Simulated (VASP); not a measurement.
Crystal: BaTiO3 (Barioperovskite).

```
Ba Ti O
1.0
     3.87911    0.00000    0.00000
     0.00000    2.78303    2.79409
     0.00000   -2.78303    2.79409
Ba Ti O
1 1 3
Direct
  0.00000 0.00681 0.00681
  0.50000 0.52080 0.52080
  0.00000 0.49149 0.49149
  0.50000 0.49405 0.98372
  0.50000 0.98372 0.49405
```

The cell isn't the ideal one: a relaxed cell with its volume scaled by 0.94.

```yaml
Program: VASP 6.6.1
Task: relaxation of shape and atoms at fixed volume
Functional: PBEsol
Potentials_or_basis: VASP PAW PBE potentials, release 64 (Ba_sv, Ti_sv, O)
Cutoff: 600 eV
k_mesh: 10 × 10 × 10
Occupations: methfessel-paxton, width 0.1 eV
Spin: no spin polarisation
```

At the start: pressure 12.3 GPa; volume 12.07 Å³/atom.

Question: Where does the relaxation end?

Answer: Over 13 steps the energy falls by 7.4 meV/atom; space group Amm2 (No. 38, to 0.05 Å).

The path:
```tsv
step	energy change (eV)	largest force (eV/Å)	pressure (GPa)
1	0.0000	0.6091	12.33
2	-0.0254	0.1432	10.57
3	-0.0261	0.1473	10.29
4	-0.0327	0.1299	10.03
5	-0.0340	0.1145	9.90
6	-0.0361	0.0573	9.77
7	-0.0367	0.0561	9.65
8	-0.0367	0.0523	9.67
9	-0.0370	0.0207	9.56
10	-0.0371	0.0148	9.51
11	-0.0372	0.0120	9.48
12	-0.0372	0.0121	9.47
13	-0.0372	0.0056	9.47
```

Final structure:
```xyz
5
Lattice="3.9194 0.0000 0.0000 0.0000 2.7739 2.7744 0.0000 -2.7739 2.7744" Properties=species:S:1:pos:R:3 pbc="T T T"
Ba    0.0000    0.0000    0.0073
Ti    1.9597    0.0000    2.8083
O     0.0000    0.0000    2.7578
O     1.9597   -1.3828    4.1407
O     1.9597    1.3828    4.1407
```

Caveat: the PAW data sets were made with another functional, which shifts forces and pressure a little.
